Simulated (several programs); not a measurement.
Many methods on one cell: SiC (zincblende)

Measured values to be reproduced:
- band gap: 2.4 eV (indirect gap; “Insight into the structural, elastic and electronic properties of a new orthorhombic 6O-SiC polytype”; literature value; measurement temperature and method not stated; 2020; pmc:7200658)
- bulk modulus: 225 GPa (bulk modulus B; “Thermal Expansion of 3C-SiC Obtained from In-Situ X-ray Diffraction at High Temperature and First-Principal Calculations”; quoted from earlier work; slightly different from the 221 GPa implied by the listed elastic constants; 2022; pmc:9505936)
- volume: 10.35 Å³ an atom (from the lattice constants; cubic lattice parameter from JCPDS reference card 00-029-1129; “On-Demand CMOS-Compatible Fabrication of Ultrathin Self-Aligned SiC Nanowire Arrays”; Database reference card value used for indexing, not measured on the paper's samples; 2018; pmc:6267454)

Zincblende SiC, relaxed with r2SCAN in Ansatz, was computed with several methods. The symmetry is F-43m (No. 216, cubic); conventional cell a = 4.356 Å, 10.33 Å³ an atom. Around Si lie 4 C at 1.89 Å; around C lie 4 Si at 1.89 Å. No spin polarisation and no zero-point or thermal motion.

```xyz
2
Lattice="0.0000 2.1781 2.1781 2.1781 0.0000 2.1781 2.1781 2.1781 0.0000" Properties=species:S:1:pos:R:3 pbc="T T T"
Si    0.0000    0.0000    0.0000
C     1.0890    1.0890    1.0890
```

Gaps and times are for a single point on this cell; volume and bulk modulus come from each method's own relaxation or energy curve at fixed shape. Times are rough, from shared hosts (Arm Neoverse N1; Arm Neoverse V1; Intel Xeon 6975P-C), and each method has its own mesh and cell size. A star marks a curve whose lowest point is an end point. PM6 (MOPAC), PM7 (MOPAC), GFN1-xTB (tblite), GFN2-xTB (tblite) treat a cluster of cells at its zone centre, which samples few k points: where these miss a band edge, the gap comes out too large for that reason alone. Gaps from k meshes are read at a limited set of points (mesh, symmetry points, PBE's band edges), so each method's own least gap may be somewhat smaller. Force fields have no electrons; where one was fitted to this phase, its volume and modulus reflect the fit. xTB and the PM methods were fitted mostly to molecules, and can miss a solid's gap by electronvolts. Minimal bases can be far off for gaps. Times of the plane-wave ladder aren't listed, since it ran on unlike processors and cards. GLLB-SC's gap includes the derivative discontinuity. G0W0 is at finite bands, cutoff and mesh. d marks a direct gap, i an indirect one (no mark: not told apart), a dash a value that wasn't computed or didn't pass its checks.

| method | kind | gap (eV) | own volume (Å³/atom) | bulk modulus (GPa) | atoms computed | processor time |
| --- | --- | --- | --- | --- | --- | --- |
| PBEsol | semilocal | – | 10.34 | – | 2 | – |
| SiC_Erhart-Albe.tersoff (LAMMPS) | force field | – | 10.36 | 224 | 2 | 0.11 s |
| SiC.vashishta (LAMMPS) | force field | – | 10.35 | 225 | 2 | 0.11 s |
| SiCGe.tersoff (LAMMPS) | force field | – | 10.09 | – | 2 | 0.11 s |
| light PBE (260 eV and a coarse mesh) | light plane-wave | 1.25 i | – | – | 2 | 0.47 s |
| non-self-consistent DFTB (CP2K) | tight binding | 7.57 d | – | – | 2 | 0.81 s |
| PBE | semilocal | 1.36 i | 10.50 | 212 | 2 | – |
| LDA | semilocal | 1.32 i | 10.14 | – | 2 | – |
| GFN1-xTB (tblite) | tight binding | 1.85 | 11.28* | 204* | cluster | 3.1 s |
| r2SCAN | semilocal | 1.71 i | 10.33 | 227 | 2 | – |
| GLLB-SC (GPAW) | model potential | 2.50 | – | – | 2 | 4.1 s |
| PBE/single zeta (GPAW) | small basis | 3.17 i | – | – | 2 | 4.2 s |
| GFN2-xTB (tblite) | tight binding | 2.38 | 10.52 | 238 | cluster | 7.3 s |
| PBE/SZV (CP2K) | small basis | 5.82 i | 11.26* | 198* | 2 | 9 s |
| PM7 (MOPAC) | semi-empirical | 7.79 | 11.14 | 342 | cluster | 9.7 s |
| G0W0@LDA (140 eV screening cutoff) | many-body | 2.17 | – | – | 2 | – |
| G0W0@PBE (260 eV screening cutoff) | many-body | 2.30 | – | – | 2 | – |
| G0W0@r2SCAN (180 eV screening cutoff) | many-body | 2.39 | – | – | 2 | – |
| PM6 (MOPAC) | semi-empirical | 11.22 | – | – | cluster | 16 s |
| PBE/DZVP (CP2K) | small basis | 1.41 i | 10.46 | 213 | 2 | 18 s |
| G0W0@HSE06 (180 eV screening cutoff) | many-body | 2.61 | – | – | 2 | – |
| G0W0@PBE0 (180 eV screening cutoff) | many-body | 2.76 | – | – | 2 | – |
| PBE0 | hybrid | 2.95 i | – | – | 2 | – |
| HSE06 | hybrid | 2.23 i | 10.28 | – | 2 | – |
| DDH-PBE0 | hybrid | 2.26 i | – | – | 2 | – |
| Hartree-Fock | exact exchange | 8.66 i | – | – | 2 | – |
| r2SCANh | hybrid | 2.29 i | – | – | 2 | – |

Against HSE06 (2.23 eV) and with closed or daggered gaps left aside, the nearest gap at the points sampled is that of DDH-PBE0 (+0.03 eV) and the farthest that of PM6 (MOPAC) (+8.99 eV). HSE06 is only a yardstick of convenience, and nearness to it can be luck.

Volumes against r2SCAN's: PBEsol +0.1 %, SiC_Erhart-Albe.tersoff (LAMMPS) +0.2 %, SiC.vashishta (LAMMPS) +0.1 %, SiCGe.tersoff (LAMMPS) -2.4 %, PBE +1.6 %, LDA -1.9 %, GFN2-xTB (tblite) +1.8 %, PM7 (MOPAC) +7.8 %, PBE/DZVP (CP2K) +1.2 %, HSE06 -0.5 %.

Comparison with experiment:
- Band gap, measured 2.4 eV: light PBE (260 eV and a coarse mesh) -1.15 eV, non-self-consistent DFTB (CP2K) +5.17 eV, PBE -1.04 eV, LDA -1.08 eV, GFN1-xTB (tblite) -0.55 eV, r2SCAN -0.69 eV, GLLB-SC (GPAW) +0.10 eV, PBE/single zeta (GPAW) +0.77 eV, GFN2-xTB (tblite) -0.02 eV, PBE/SZV (CP2K) +3.42 eV, PM7 (MOPAC) +5.39 eV, G0W0@LDA (140 eV screening cutoff) -0.23 eV, G0W0@PBE (260 eV screening cutoff) -0.10 eV, G0W0@r2SCAN (180 eV screening cutoff) -0.01 eV, PM6 (MOPAC) +8.82 eV, PBE/DZVP (CP2K) -0.99 eV, G0W0@HSE06 (180 eV screening cutoff) +0.21 eV, G0W0@PBE0 (180 eV screening cutoff) +0.36 eV, PBE0 +0.55 eV, HSE06 -0.17 eV, DDH-PBE0 -0.14 eV, Hartree-Fock +6.26 eV, r2SCANh -0.11 eV.
- Bulk modulus, measured 225 GPa: SiC_Erhart-Albe.tersoff (LAMMPS) -0.4 %, SiC.vashishta (LAMMPS) +0.1 %, PBE -5.6 %, r2SCAN +1.0 %, GFN2-xTB (tblite) +5.7 %, PM7 (MOPAC) +52.0 %, PBE/DZVP (CP2K) -5.4 %.
- Volume, measured 10.35 Å³ an atom: PBEsol -0.1 %, SiC_Erhart-Albe.tersoff (LAMMPS) 0.0 %, SiC.vashishta (LAMMPS) 0.0 %, SiCGe.tersoff (LAMMPS) -2.6 %, PBE +1.4 %, LDA -2.0 %, r2SCAN -0.2 %, GFN2-xTB (tblite) +1.6 %, PM7 (MOPAC) +7.6 %, PBE/DZVP (CP2K) +1.0 %, HSE06 -0.7 %.
The calculations are for a static lattice; samples hold vibrations, temperature and, in optical gaps, excitons. A measured value is shown where most reports agree with it, and only for the quantities listed.
